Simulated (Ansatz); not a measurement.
# Li2O: band gap under strain

How does strain move the band edges of Li2O in the antifluorite structure, and do the functionals agree on it? States: +3.0 % equal strain in all directions; -0.5 % strain along x alone; +0.5 % shear in the xy plane.

Program: Ansatz 0.2.0. PAW datasets, plane waves. The values are computed, spin-unpolarised, and not measurements.

### Step 1. The structure to begin with

The unstrained cell was relaxed with r2SCAN; in each strained cell the atoms were relaxed again with r2SCAN. Names of k-points are those of the unstrained zone, where strain can split equivalent points. First state: +3.0 % equal strain in all directions.

The symmetry is Fm-3m (No. 225, cubic); a = 4.710 Å in the conventional setting, 8.71 Å³ an atom. O has 8 Li at 2.04 Å; Li has 4 O at 2.04 Å.

Coordinates:

```
CELL_PARAMETERS angstrom
0.00000 2.35496 2.35496
2.35496 0.00000 2.35496
2.35496 2.35496 0.00000
ATOMIC_POSITIONS crystal
O 0.00000 0.00000 0.00000
Li 0.25000 0.25000 0.25000
Li 0.75000 0.75000 0.75000
```

From earlier runs on the unstrained cell: PBE 5.05 eV, r2SCAN 5.77 eV, HSE06 6.65 eV; a = 4.573 Å.

### Step 2. +3.0 % equal strain in all directions: PBE

Input file input.yaml:

```yaml
crystal:
  lattice:
    - [0.0, 2.3549595015, 2.3549595015]
    - [2.3549595015, 0.0, 2.3549595015]
    - [2.3549595015, 2.3549595015, 0.0]
  atoms:
    - { symbol: O, position: [0.0, 0.0, 0.0] }
    - { symbol: Li, position: [0.25, 0.25, 0.25] }
    - { symbol: Li, position: [0.75, 0.75, 0.75] }
kpoints:
  mp_grid: { grid: [10, 10, 10] }
  band_path:
    path:
      - [0.0, 0.0, 0.0]
      - [0.5, 0.0, 0.5]
      - [0.625, 0.25, 0.625]
      - [0.375, 0.375, 0.75]
      - [0.5, 0.5, 0.5]
      - [0.5, 0.25, 0.75]
    npoints: 1
hamiltonian:
  xc: pbe
scf:
  occupations: { method: fermi_dirac, width: 0.02 }
  n_extra_bands: 4
output:
  forces: true
  stress: true
  eigenvalues: true
```

The runs that follow: +3.0 % equal strain in all directions: r2SCAN; +3.0 % equal strain in all directions: HSE06; -0.5 % strain along x alone: PBE; -0.5 % strain along x alone: r2SCAN; -0.5 % strain along x alone: HSE06; +0.5 % shear in the xy plane: PBE; +0.5 % shear in the xy plane: r2SCAN; +0.5 % shear in the xy plane: HSE06.

**Question.** What will these runs give?

The runs gave:

Least gap in eV (negative: overlap), with the change from the unstrained cell in brackets:

| state | volume change (%) | PBE | r2SCAN | HSE06 |
| --- | --- | --- | --- | --- |
| +3.0 % equal strain in all directions | +9.3 | 4.85 (-0.20) | 5.53 (-0.24) | 6.44 (-0.21) |
| -0.5 % strain along x alone | -0.5 | 5.04 (-0.01) | 5.76 (-0.01) | 6.64 (-0.01) |
| +0.5 % shear in the xy plane | -0.0 | 5.04 (-0.01) | 5.76 (-0.01) | 6.65 (+0.00) |

**Reading.** With HSE06, of the states in the table +3.0 % equal strain in all directions shifts the gap most, by -0.213 eV. PBE and HSE06 differ by 1.60 eV on the unstrained gap, and by at most 0.01 eV on its change: PBE follows the response to strain far better than the gap itself.
